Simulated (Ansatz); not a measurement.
A crystal relaxed with r2SCAN+rVV10 in Ansatz has space group Pnma (No. 62) and a = 6.347 Å, b = 3.972 Å, c = 14.912 Å.

| atom | site | x | y | z |
| --- | --- | --- | --- | --- |
| Cu | 4c | 0.2456 | 0.7500 | 0.6716 |
| Xx | 4c | 0.2752 | 0.7500 | 0.4403 |
| Se | 4c | 0.8793 | 0.2500 | 0.1765 |
| Se | 4c | 0.8760 | 0.7500 | 0.4027 |

With r2SCAN the valence top lies at Z and the conduction bottom at U–R (0.91 of the way from U), 0.72 eV higher; the smallest vertical gap, at Γ–X (0.30 of the way from Γ), is 0.81 eV. With PBE the valence top lies at Γ–Z (0.90 of the way from Γ) and the conduction bottom at U–R (0.90 of the way from U), 0.52 eV higher; the smallest vertical gap, at Γ–X (0.30 of the way from Γ), is 0.62 eV. Meshes: r2SCAN 4×6×2, PBE 4×6×2.

**Question.** Which element is Xx?
A. Sb
B. As
C. Nb
D. Bi

**Answer.** A. Xx is Sb: CuSbSe2 (Pnma) from a database structure. Cu is surrounded by 4 Se at 2.38–2.40 Å; Sb is surrounded by 3 Se at 2.60–2.72 Å; Se is surrounded by 2 Cu at 2.38–2.40 Å and 2 Sb at 2.72 Å; Se is surrounded by 2 Cu at 2.40 Å and 1 Sb at 2.60 Å.

Calculated for a static, non-magnetic cell.

No spin-orbit coupling is included; it can move band edges with weight on the heavy atoms by tenths of an eV.

Where an edge lies off the special points, it is a point of the mesh or the k point where a search put PBE's edge or least direct gap, reused for the other functionals, whose own edges may lie a little apart; PBE's own value is read along its path and can be a few hundredths of an eV high.
